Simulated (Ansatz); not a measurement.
**V: equation of state with PBEsol**

Crystal: V.

```
CELL_PARAMETERS angstrom
2.60429 0.00000 0.00000
-1.30215 2.25538 0.00000
0.00000 0.00000 4.72334
ATOMIC_POSITIONS crystal
V 0.33333 0.66667 0.25000
V 0.66667 0.33333 0.75000
```

This isn't the form of V at room conditions, which is bcc.

* Program: Ansatz 0.2.0
* Task: equation of state
* Functional: PBEsol
* Potentials or basis: PseudoDojo stringent
* Cutoff: 1143 eV
* Density cutoff: 4572 eV
* k mesh: 12 × 12 × 6
* Occupations: fermi-dirac, width 0.05 eV
* Spin: collinear spin, ferromagnetic start
* Starting moments: [2.0, 2.0] μB

* Equilibrium volume: 13.31 Å³/atom
* Bulk modulus at fixed shape and positions: 188 GPa
* Pressure derivative of the bulk modulus: 3.9

Energy against volume, from the lowest point:
| volume (Å³/atom) | energy (meV/atom) |
| --- | --- |
| 13.039 | 3.36 |
| 13.317 | 0.00 |
| 13.594 | 3.41 |
| 13.872 | 12.93 |
| 14.149 | 27.97 |
| 14.427 | 48.00 |
| 14.704 | 72.53 |

All runs of the series together: 110 s on 2 threads of Arm Neoverse V2 (shared host).

Caveat: the cell was scaled at fixed shape and fractional positions, which overstates the stiffness of a crystal with free parameters, most of all of layers and chains.
